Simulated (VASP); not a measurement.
Runs of VASP 6.6.1 on YN. Symmetry: Fm-3m, No. 225, cubic system. The conventional cell has a = 4.887 Å, b = 4.887 Å, c = 4.887 Å, α = 90.00°, β = 90.00°, γ = 90.00°. Around Y (site symmetry m-3m) lie 6 N at 2.44 Å. Around N (site symmetry m-3m) lie 6 Y at 2.44 Å. The cell was built by a generator and needn't be a form met in nature.

```tsv
task	level	spin	cell	k mesh	cutoff (eV)	grid for exact exchange (PRECFOCK)	screening parameter	gap on the mesh (eV)	pressure (GPa)
band structure	r2SCAN+rVV10	off	Fm-3m, 14.59 Å³/atom	10 × 10 × 10	520	-	-	0.56	0.0
electrostatic potential	PBE	off	Fm-3m, 14.59 Å³/atom	10 × 10 × 10	520	-	-	0.19	1.7
band structure	HSE06	off	Fm-3m, 14.59 Å³/atom	8 × 8 × 8	520	Fast	0.2 1/A	1.10	(a)
band structure	PBE	non-collinear, zero start, SOC	Fm-3m, 14.59 Å³/atom	10 × 10 × 10	520	-	-	-	1.7
relaxation of cell and atoms	r2SCAN+rVV10	off	relaxed	10 × 10 × 10	600	-	-	0.56	0.0
```

Alike in all rows: potentials or basis VASP PAW PBE potentials, release 64 (Y_sv, N); smearing gaussian 0.02 eV.

Problem. Estimate the missing entries.

Solution. (a) -0.9.

Caveats: the PAW data sets were made with another functional, which shifts forces and pressure a little (some runs).

A k mesh can miss the band edges, and rows without SOC leave out spin-orbit coupling on Y.
